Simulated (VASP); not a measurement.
Wanted: the native input for a VASP 6.6.1 run.

```yaml
Task: relaxation of cell and atoms
Functional: PBE
Potentials_or_basis: VASP PAW PBE potentials, release 64 (P)
Cutoff: 600 eV
k_mesh: 9 × 9 × 6
Occupations: gaussian, width 0.05 eV
Spin: no spin polarisation
Further_INCAR_settings: ALGO = Normal; EDIFF = 1e-06; IBRION = 2; EDIFFG = -0.02; NSW = 60; ISIF = 3
```

The structure of P lies in POSCAR:

```
P
1.0
    3.3746300000      0.0000000000      0.0000000000
   -1.6873100000      2.9225100000      0.0000000000
    0.0000000000      0.0000000000      4.9154600000
P
3
Direct
    0.0000000000      0.5000000000      0.3333300000
    0.5000000000      0.5000000000      0.6666700000
    0.5000000000      0.0000000000      0.0000000000
```

The cell was built by a generator and needn't be a form met in nature.

One way to write it, as run:

INCAR

```
PREC = Accurate ; ENCUT = 600
EDIFF = 1E-6 ; ISMEAR = 0
SIGMA = 0.05 ; LREAL = False
LASPH = True ; NELM = 60
ALGO = Normal ; ISIF = 3
LWAVE = False ; LCHARG = False
GGA = PE ; IBRION = 2
NSW = 60 ; EDIFFG = -0.02
```

KPOINTS

```
regular mesh
0
Gamma
  9 9 6
```

Potentials or basis: VASP PAW PBE potentials, release 64 (P).

Command:

```bash
$ cat potpaw_PBE.64/P/POTCAR > POTCAR
$ mpirun -np 1 vasp_std > vasp.out
```

It gave:

```
Relaxed volume                         : 16.10 Å³/atom
Relaxed cell                           : a = 3.361 Å, b = 3.361 Å, c = 4.938 Å, α = 90.00°, β = 90.00°, γ = 120.00°
Space group after relaxing (to 0.05 Å) : P6_422 (No. 181)
Energy gained by relaxing              : 0.7 meV/atom
Ionic steps                            : 2
Pressure after relaxing                : -0.1 GPa
Band gap on the k mesh                 : none (metal or under the smearing width)
```

Wall time 61 s on 1 thread of Intel(R) Xeon(R) Platinum 8259CL CPU @ 2.50GHz (Skylake/Cascade Lake), on a shared host, peak memory 0.2 GiB.
